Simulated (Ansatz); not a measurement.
**TiO2: strain energy, fitted**

TiO2, P4_2/mnm, a = 4.640 Å, c = 3.006 Å. The compound has several low-lying forms, and this is one of them. Ansatz: PBE+U, PAW, 420 eV, Γ-centred 6×6×10 mesh on 6 atoms, Gaussian smearing 0.02 eV; U_eff Ti 4.00 eV; no spin polarisation. Series: equal strain along all axes, cell held, atoms relaxed; x is the strain in per cent. y is the free energy over the unstrained cell, V0 = 10.788 Å³/atom.

```tsv
x (%)	y (meV/atom)
-4.5	?
-3.0	64.44
-1.5	15.28
0.0	0.00
1.5	13.62
3.0	51.75
4.5	110.24
```

Question: Fit y = c2 x² + c3 x³ to the other rows, turn c2 into a modulus, and predict the missing energy.

Answer: Least squares on the rows shown. y = 6.4661 x² − 0.22836 x³. In eV per unit strain² c2 is 64.66; the stiffness is B for this strain (E = 9/2 B V0 ε², shape held): 2 × 64.66 × 160.2 / (9 × 10.788) = 213 GPa. At x = -4.5 the fit asked for gives 151.75 meV/atom. The run gave 152.88 meV/atom, so the fit is 1.13 meV/atom too low, 0.74 % of the span of the series, against an rms of 0.16 meV/atom on the fitted rows. The row lies outside the fitted range. With a term in x⁴ added, a fit to the same known rows predicts 153.11 meV/atom, so most of the miss is curvature that the known rows already hold.